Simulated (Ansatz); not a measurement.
# Two structures of Au: comparison of enthalpies under pressure

One table from this session's results is given with a row withheld; the runs are named, their logs left out.

Program: Ansatz 0.2.0, driven from Python. Level of theory: DFT PBE, plane waves, PAW. These are calculated values, not measurements.

**The structure**

Au Pm-3m: It takes space group Pm-3m (No. 221, cubic). The conventional cell has a = 2.650 Å, b = 2.650 Å, c = 2.650 Å, α = 90.00°, β = 90.00°, γ = 90.00°. Au (site symmetry m-3m) has 6 Au at 2.65 Å as nearest neighbours.

Au Fm-3m: The structure is cubic, space group Fm-3m (No. 225). The conventional cell has a = 4.070 Å, b = 4.070 Å, c = 4.070 Å, α = 90.00°, β = 90.00°, γ = 90.00°. Au (site symmetry m-3m) is surrounded by 12 Au at 2.88 Å.

No structure file is read: the coordinates are typed or built in the script.

Set-up of the first run:

Contents of run_transition.py:

```python
# -*- coding: utf-8 -*-
from dataclasses import dataclass
import logging
import sys
import warnings

import ansatz as az
import numpy as np

logging.basicConfig(stream=sys.stdout, format="%(name)s: %(message)s")
log = logging.getLogger("au")
log.setLevel(logging.INFO)


@dataclass
class Options:
    functional: str = "PBE"
    cutoff: int = 520
    k_spacing: float = 0.14
    occupations: str = "cold"
    sigma: float = 0.05


cfg = Options()


def sc(A, a):
    return (
        az.Lattice.cubic(a)
        .space_group(221)
        .atom(A, [0, 0, 0])
    )


def fcc(A, a):
    return (
        az.Lattice.fcc(a)
        .space_group(225)
        .atom(A, [0, 0, 0])
        .primitive()
    )


def solve(name, crystal, pressure=0.0):
    calc = (
        crystal.calculation()
        .functional(cfg.functional)
        .basis(cfg.cutoff)
        .kpoints(spacing=cfg.k_spacing)
        .occupations(cfg.occupations, width=cfg.sigma)
    )
    calc = calc.relax(force_tolerance=0.01, max_steps=60, cell=True, pressure=pressure)
    return calc.run(threads=1)


def volume_per_atom(outcome):
    return abs(np.linalg.det(outcome.lattice.cell_ang)) / len(outcome.lattice.sites)

warnings.simplefilter("ignore", az.DeckWarning)

phases = {}
phases["sc"] = sc("Au", 2.65)
phases["fcc"] = fcc("Au", 4.07)

pressures = [0, 15, 30, 45]
enthalpy, volume = {name: [] for name in phases}, {name: [] for name in phases}
for p in pressures:
    for name, crystal in phases.items():
        o = solve(name, crystal, pressure=p)
        volume[name].append(volume_per_atom(o))
        enthalpy[name].append(o.report["energy_sigma0_ev"] / len(o.lattice.sites) + p * volume[name][-1] / 160.21766)
gap = np.array(enthalpy["fcc"]) - np.array(enthalpy["sc"])
rows = [(p, va, vb, 1000 * d) for p, va, vb, d in zip(pressures, volume["sc"], volume["fcc"], gap)]
log.info("   P (GPa)  V sc (A^3/atom)  V fcc (A^3/atom)  H(fcc) - H(sc) (meV/atom)")
for row in rows:
    log.info(f"{row[0]:10d}  {row[1]:15.3f}  {row[2]:16.3f}  {row[3]:+25.1f}")
crossings = [p0 - g0 * (p1 - p0) / (g1 - g0) for p0, p1, g0, g1 in zip(pressures, pressures[1:], gap, gap[1:]) if g0 * g1 < 0]
print("crossing near", [round(float(p), 1) for p in crossings], "GPa") if crossings else print("no crossing in this range")
```

Command:

```sh
python run_transition.py
```

One table of the session follows, with a row left open; its other results are not shown here.

Enthalpy H = E + pV of the second structure less the first:

| pressure (GPa) | ΔH (meV/atom) |
| --- | --- |
| 0 | -199.8 |
| 15 | -427.9 |
| 30 | ? |
| 45 | -772.2 |

Estimate the missing values for pressure (GPa) = 30.

Worked estimate for «ΔH (meV/atom)». A straight line through the neighbours (15, -427.9) and (45, -772.2) gives -427.9 + (-772.2 + 427.9) × (30 − 15) / (45 − 15) = -600.0; a parabola fitted to 3 rows on both sides gives -618.7.

**Answer.** ΔH (meV/atom): -611.4. In «ΔH (meV/atom)» the line misses by +11.4 and the parabola by -7.3.

Limits of these values: What to keep in mind:
- At a fixed pressure a relaxation lowers the enthalpy F + PV, while F alone can rise.
- Spin-orbit coupling, which matters for elements this heavy, is left out.
- Only these two structures are compared, at zero temperature and with their symmetry kept; either may be hypothetical, and another phase may be lower than both.
